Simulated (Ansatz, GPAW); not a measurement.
**Pb: programs and potentials compared**

```
Pb
1.0
    -1.97966    1.97966    1.97966
     1.97966   -1.97966    1.97966
     1.97966    1.97966   -1.97966
Pb
1
Direct
  0.00000 0.00000 0.00000
```

This isn't the form of Pb at room conditions, which is fcc.

Alike in all runs: task single point; functional PBEsol; k mesh 9 × 9 × 9; occupations gaussian, width 0.02 eV; no spin polarisation; no spin-orbit coupling. Pressure is positive in compression and, in plane waves, holds the error of the finite cutoff, which Ansatz's Pulay term estimates and takes out.

```json
{"program and potentials": "Ansatz, Ansatz PAW", "plane-wave cutoff (eV)": "420", "notes": "potentials made for PBE, which Ansatz adapts in part", "pressure (GPa)": "-2.05"}
{"program and potentials": "Ansatz, all-electron LAPW, scalar-relativistic", "plane-wave cutoff (eV)": "-", "notes": "-", "pressure (GPa)": "-2.04"}
{"program and potentials": "GPAW, PAW data sets generated for this functional", "plane-wave cutoff (eV)": "600", "notes": "-", "pressure (GPa)": "-2.29"}
```

The pressure spans -2.29 (GPAW, PAW data sets generated for this functional) to -2.04 GPa (Ansatz, all-electron LAPW, scalar-relativistic), with all-electron results at -2.04.

The functional is the same throughout but for its coding, so the spread measures potentials, basis and numerics; runs on potential files found faulty are left out.
